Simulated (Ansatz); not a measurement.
The reference is AlSb in the zinc blende structure (space group F-43m, No. 216; a = 6.2255 Å). Axes: x, y, z lie along the cube axes.

Levels (all Ansatz, a quantum-chemistry and plane-wave program, PAW): PBE (420 eV, scalar-relativistic without spin-orbit coupling); HSE06 (420 eV, no SOC).

Its gap is 1.24 eV with PBE and 1.84 eV with HSE06.

The change: a pure shear with ε_yz = ε_zy = 0.0120, atoms relaxed at fixed cell.

With PBE the gap becomes 1.05 eV.

Q: If the HSE06 correction stayed the same, what would the HSE06 gap be, and what does the HSE06 run give?

A: A rigid correction of +0.60 eV gives 1.65 eV. The HSE06 run gives 1.65 eV, so the two effects roughly add.

Single points use the geometry relaxed with PBE. The hybrid gap comes from the SCF mesh plus the semilocal run's edge points and a few special points and is an upper bound. Spin-orbit coupling, missing from the scalar runs, can matter with Sb. The cells carry an imposed strain or load. No phonon test of stability was made.
